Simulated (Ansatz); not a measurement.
# Elastic constants of TiPbO$_{3}$ (P4mm), step by step

```
Ti Pb O
1.0
     3.85403    0.00000    0.00000
     0.00000    3.85403    0.00000
     0.00000    0.00000    4.05670
Ti Pb O
1 1 3
Direct
  0.50000 0.50000 0.54156
  0.00000 0.00000 0.00759
  0.50000 0.50000 0.10348
  0.50000 0.00000 0.61429
  0.00000 0.50000 0.61429
```

Unless marked otherwise, the numbers come from LDA, all-electron LAPW in Ansatz 0.2.0, scalar-relativistic. k mesh 6×6×6, strains of ±0.005, fixed occupations, basis error target 1 meV/atom. The cell was relaxed by PAW under this functional, which moved its volume by -4 % from the database entry's.

The cell is tetragonal and carries a residual pressure of 0.05 GPa at this level. Each strain component that symmetry leaves independent is applied at ±0.005, the ions relax wherever a strain frees them, and the stress (tension positive, GPa) is read. Shears are engineering strains, γ = 2ε.

```tsv
strain	size	σxx	σyy	σzz	σyz	σxz	σxy
xx	-0.005	-1.5644	-0.6907	-0.4201	0.0000	0.0000	0.0000
xx	+0.005	1.3093	0.4790	0.4832	0.0000	0.0000	0.0000
zz	-0.005	-0.5560	-0.5560	-0.4384	0.0000	0.0000	0.0000
zz	+0.005	0.3482	0.3482	0.4749	0.0000	0.0000	0.0000
yz	-0.005	-0.0974	-0.1111	0.0440	-0.3131	0.0000	0.0000
yz	+0.005	-0.0975	-0.1112	0.0440	0.3131	0.0000	0.0000
xy	-0.005	-0.0975	-0.0975	0.0449	0.0000	0.0000	-0.5266
xy	+0.005	-0.0975	-0.0975	0.0448	0.0000	0.0000	0.5266
```

A central difference gives one constant, for example C11 ≈ (1.3093 − (-1.5644))/(0.01) = 287.4 GPa; the program then imposes the crystal's symmetry on the whole matrix.

(1) What are the independent elastic constants?

(2) Is the crystal stable against homogeneous strain?

(3) What moduli does a random aggregate of grains have?

(4) With the density of 8.352 g/cm³, how fast does sound travel, and what Debye temperature follows?

(5) How far do the constants move if PAW replaces LAPW in the same cell?

Answers

(1) C11 = 287.4, C12 = 117.0, C13 = 90.4, C33 = 91.3, C44 = 62.6, C66 = 105.3 GPa.

(2) The least eigenvalue of the 6×6 matrix is 45.8 GPa, so yes.

(3) Voigt and Reuss bounds: B from 91.3 to 140.2 and G from 53.2 to 70.7 GPa; their means are B = 115.7 and G = 61.9 GPa. Then E = 9BG/(3B + G) = 157.7 GPa, ν = (3B − 2G)/(6B + 2G) = 0.273 and B/G = 1.87, on the ductile side of Pugh's 1.75 (a rule of thumb, made for metals; it doesn't predict ductility here).

(4) 

| direction | slow (m/s) | middle (m/s) | fast (m/s) |
| --- | --- | --- | --- |
| x | 2738 | 3551 | 5866 |
| y | 2738 | 3551 | 5866 |
| z | 2738 | 2738 | 3307 |

The mean of v⁻³ over directions and branches gives v_m = 2932 m/s and θ_D = (ħ/k_B) v_m (6π²n)^(1/3) = 381 K, n being atoms per volume. Young's modulus spans 51 to 221 GPa over directions, and the universal anisotropy index is 2.18.

(5) 

```tsv
constant	LAPW (GPa)	PAW (GPa)	difference
C11	287.4	285.5	-1.9
C12	117.0	116.7	-0.3
C13	90.4	90.1	-0.3
C33	91.3	90.6	-0.7
C44	62.6	62.1	-0.5
C66	105.3	105.2	-0.1
```

Known limits: no spin-orbit coupling on heavy atoms; constants at zero field, no piezoelectric stiffening; the frozen-core PAW files of the compared runs were fitted under PBE, their cores solved anew for this functional.
